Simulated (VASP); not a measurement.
SiNi, 4 atoms in the cell. The structure is orthorhombic, space group Pmmn (No. 59). The conventional cell has a = 2.989 Å, b = 3.313 Å, c = 4.726 Å, α = 90.00°, β = 90.00°, γ = 90.00°. Si (site symmetry mm2) is surrounded by 6 Ni at 2.35 to 2.40 Å and 4 Si at 2.69 Å. Ni (site symmetry mm2) has 6 Si at 2.35 to 2.40 Å and 4 Ni at 2.68 Å as nearest neighbours. The cell is a database's computed one. The cell isn't the ideal one: a relaxed cell with its volume scaled by 1.06.

- Program: VASP 6.6.1
- Task: relaxation of shape and atoms at fixed volume
- Functional: LDA
- Potentials or basis: VASP PAW LDA potentials, release 64 (Si, Ni)
- Cutoff: 600 eV
- k mesh: 12 × 12 × 8
- Occupations: methfessel-paxton, width 0.1 eV
- Spin: no spin polarisation
- Further INCAR settings: ALGO = Normal; EDIFF = 1e-07; IBRION = 2; EDIFFG = -0.01; NSW = 40; ISIF = 4

Potentials or basis: VASP PAW LDA potentials, release 64 (Si, Ni).

Run with:

```bash
$ cat potpaw_LDA.64/Si/POTCAR potpaw_LDA.64/Ni/POTCAR > POTCAR
$ mpirun -np 2 vasp_std > vasp.out
```

Hardware: 2 MPI ranks on Intel(R) Xeon(R) Platinum 8259CL CPU @ 2.50GHz (Skylake/Cascade Lake) (shared host).

**Question.** How long does it take, and how much memory?

**Answer.** Run time: 7 min on 2 MPI ranks on Intel(R) Xeon(R) Platinum 8259CL CPU @ 2.50GHz (Skylake/Cascade Lake), with other jobs on the host, peak memory 0.33 GiB a rank. Counts: scf iterations 66, k points 245, ion steps 9.
